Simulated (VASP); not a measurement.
Runs of VASP 6.6.1 on Tl. Symmetry: Im-3m, No. 229, cubic system. The conventional cell has a = 4.075 Å, b = 4.075 Å, c = 4.075 Å, α = 90.00°, β = 90.00°, γ = 90.00°. Around Tl (site symmetry m-3m) lie 8 Tl at 3.53 Å. This isn't the form of Tl at room conditions, which is hcp.

```csv
cell,k mesh,gap on the mesh (eV),pressure (GPa)
"Im-3m, 33.82 Å³/atom",18 × 18 × 18,none,-0.1
"Im-3m, 32.47 Å³/atom",12 × 12 × 12,none,(a)
"Im-3m, 33.82 Å³/atom",12 × 12 × 12,none,-0.1
"Im-3m, 29.76 Å³/atom",12 × 12 × 12,none,3.4
```

Alike in all rows: task single point; level RPBE; potentials or basis VASP PAW PBE potentials, release 64 (Tl_d); no spin polarisation; cutoff (eV) 520; smearing fermi-dirac 0.1 eV.

Task: Estimate the missing entries.

Result: (a) 0.8.

Caveats: the PAW data sets were made with another functional, which shifts forces and pressure a little.

A k mesh can miss the band edges, and the runs leave out spin-orbit coupling on Tl.

A gap of «none» marks a metal or a gap under the smearing width.
